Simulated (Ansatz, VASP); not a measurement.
## HfB2: VASP beside Ansatz

File run.py:

```python
from ase import Atoms
from ase.calculators.vasp import Vasp
from ase.dft.bandgap import bandgap

atoms = Atoms(
    ['Hf', 'B', 'B'],
    cell=[[3.14, 0.0, 0.0], [-1.57, 2.7193197679, 0.0], [0.0, 0.0, 3.48]],
    scaled_positions=[[0.0, 0.0, 0.0], [0.6666666667, 0.3333333333, 0.5], [0.3333333333, 0.6666666667, 0.5]],
    pbc=True,
)
calc = Vasp(
    directory='calc',
    xc='rpbe',
    pp='PBE',
    setups='recommended',
    pp_version='54',
    prec='Accurate',
    encut=520,
    ediff=1e-07,
    ismear=0,
    sigma=0.05,
    lreal=False,
    lasph=True,
    nelm=60,
    algo='Normal',
    isif=2,
    lwave=False,
    lcharg=False,
    kpts=[10, 10, 8],
    gamma=True,
    nbands=15,
)
atoms.calc = calc

print('energy (eV):', atoms.get_potential_energy())
print('free energy (eV):', atoms.get_potential_energy(force_consistent=True))
print('forces (eV/A):')
print(atoms.get_forces())
print('stress (eV/A^3, Voigt):', atoms.get_stress())
print('Fermi level (eV):', calc.get_fermi_level())
gap, top, bottom = bandgap(calc)
print('band gap (eV):', gap, 'from (spin, k, band)', top, 'to', bottom)
```

The input input.yaml:

```yaml
crystal:
  lattice:
    - [3.14, 0.0, 0.0]
    - [-1.57, 2.7193197679, 0.0]
    - [0.0, 0.0, 3.48]
  atoms:
    - { symbol: Hf, position: [0.0, 0.0, 0.0] }
    - { symbol: B, position: [0.6666666667, 0.3333333333, 0.5] }
    - { symbol: B, position: [0.3333333333, 0.6666666667, 0.5] }
hamiltonian:
  xc: rpbe
  pseudopotentials: { kind: paw }
kpoints:
  mp_grid: { grid: [10, 10, 8] }
scf:
  occupations: { method: gaussian, width: 0.05 }
output:
  forces: true
  stress: true
  eigenvalues: true
```

Alike in both runs: task single point; functional RPBE; k mesh 10 × 10 × 8; occupations gaussian, width 0.05 eV; no spin polarisation.

|  | VASP | Ansatz |
| --- | --- | --- |
| version | VASP 6.6.1 | Ansatz 0.2.0 |
| potentials or method | VASP PAW PBE potentials, release 54 (Hf_pv, B) | Ansatz PAW |
| plane-wave cutoff (eV) | 520 | 420 |
| valence electrons in the cell | 16 | 32 |

|  | VASP | Ansatz | Ansatz less VASP |
| --- | --- | --- | --- |
| gap on the k mesh at the Fermi level (eV) | none | none | - |
| pressure (GPa) | 5.1 | 5.6 | +0.50 |
| largest component of the traceless stress (GPa) | 0.39 | 0.21 | -0.178 |

A gap of «none» marks a metal or a gap that the smearing closes. The two sets of potentials don't hold the same shells in valence.

Caveats: the PAW data sets were made with another functional, which shifts forces and pressure a little (VASP); the PAW data sets come from PBE, with cores solved anew for the run's functional, which leaves a small shift of forces and pressure (Ansatz). The runs have no spin-orbit coupling, so splittings on Hf are missing.
